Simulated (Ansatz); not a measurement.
Level of theory: Ansatz 0.2.0, DFT PBE, scalar-relativistic, plane waves, PAW. Settings: cutoff 420 eV, Γ-centred meshes spaced at most about 0.3 Å⁻¹, and about 0.25 Å⁻¹ or finer for metals (2π included), Gaussian smearing. No spin polarisation in the final relaxations.

All energies are static (0 K, no zero-point motion).

Two relaxed structures of Ga3S2:

A. Space group Pm-3m (No. 221), cubic, a = 5.034 Å. Ga is surrounded by 2 S at 2.52 Å, 4 S at 3.56 Å and 8 Ga at 3.56 Å; around S on its first site lie 6 Ga at 2.52 Å; S on its second site has 12 Ga at 3.56 Å (long against covalent radii, as for large ions).

B. Space group P6/mmm (No. 191), hexagonal, a = 4.838 Å, c = 5.002 Å. Ga on a site of symmetry -6m2 has 2 S at 2.50 Å and 6 Ga at 2.79 Å; Ga on a site of symmetry 6/mmm is surrounded by 6 Ga at 2.79 Å; S has 2 Ga at 2.50 Å and 3 S at 2.79 Å.

Question: Which form is favoured at zero pressure, and by what margin per atom?

Answer: B is lower, by 120 meV/atom. A has space group Pm-3m (No. 221), 25.5 Å³/atom and no gap on its mesh; B has space group P6/mmm (No. 191), 20.3 Å³/atom and no gap. Counting S atoms around Ga (those within 1.25 times the shortest such distance or 1.15 times the sum of covalent radii, 1.27 where that leaves under three; the shortest distance is added where it exceeds 1.18 times the sum of covalent radii; a slash parts the counts of unlike sites), A has Ga 2 and B has Ga 2/12 from 3.7 Å. The denser one is the lower, and pressure would at first widen the difference. Even the lower one lies +0.18 eV/atom against the reference forms of the elements (uncorrected), so neither is stable at this level. Both come from invented guesses. A third cell relaxed alike, in P-6m2, lies 250 meV/atom below the lower of the two.

In Pm-3m, P6/mmm an odd number of electrons in the primitive cell allows no gap without spin; a larger cell or a magnetic state could open one. S stands nearly free of neighbours here, and without spin polarisation the energy of such atoms comes out too high. A magnetic state wasn't ruled out in cells without spin, among them Pm-3m. Cells relaxed within their symmetry can be saddle points.

The hexagonal form is favoured over the cubic one, most probably because it uses its atoms better in bonding. In the cubic cell one of the two S sites sits in a large Ga cage with no contact of bonding length, so that sulfur gains little from the electropositive metal around it. The hexagonal cell gives every S two Ga neighbours at 2.50 Å, still rather long for a Ga–S bond, and brings Ga atoms to 2.79 Å from one another. That matters in so metal-rich a composition: sulfide formation leaves Ga valence electrons over, which Ga–Ga contacts can take up. The S–S contacts of 2.79 Å are far too long for disulfide bonds.

The 120 meV/atom therefore isn't a clean measure of bonding, since it probably includes a penalty for the poorly bound sulfur. Gallium and sulfur are known to combine exothermically, so the positive energy against the elements reflects unsuitable arrangements rather than a lack of affinity. The P-6m2 cell supports this, falling below the elements, but its stability against decomposition into GaS and Ga remains untested.
